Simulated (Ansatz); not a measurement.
Cs under changes of volume

One of the cells (122.477 Å³/atom); the others are scaled copies at fixed shape and fractional positions:

```xyz
1
Lattice="-3.1285 3.1285 3.1285 3.1285 -3.1285 3.1285 3.1285 3.1285 -3.1285" Properties=species:S:1:pos:R:3 pbc="T T T"
Cs    0.0000    0.0000    0.0000
```

- Program: Ansatz 0.2.0
- Functional: r2SCAN
- Potentials or basis: Ansatz PAW
- Cutoff: 500 eV (not typed: the program's choice for these potentials)
- k mesh: 6 × 6 × 6
- Occupations: fermi-dirac, width 0.05 eV
- Spin: no spin polarisation

| volume (Å³/atom) | energy over the lowest point (meV/atom) | pressure (GPa) |
| --- | --- | --- |
| 115.128 | 4.26 | 0.2 |
| 117.578 | 2.20 | 0.1 |
| 120.027 | 0.85 | 0.1 |
| 122.477 | 0.13 | 0.0 |
| 124.926 | 0.00 | 0.0 |
| 127.376 | ? | ? |
| 129.825 | 1.31 | -0.1 |

Question: What does the run at 127.376 Å³/atom give?

Answer: Energy over the lowest point 0.41 meV/atom; pressure 0.0 GPa.

Worked out: A Birch-Murnaghan fit of order 3 (a polynomial in V^(-2/3)) to the other rows has its minimum at 124.26 Å³/atom with B0 = V·E''(V) = 1.8 GPa and B' = 3.4. It gives 0.41 meV/atom at 127.376 Å³/atom, against the run's 0.41, and -dE/dV = 0.0 GPa, against 0.0.

Energies are extrapolated to zero smearing.

Caveats: the PAW data sets come from PBE, with cores solved anew for the run's functional, which leaves a small shift of forces and pressure.
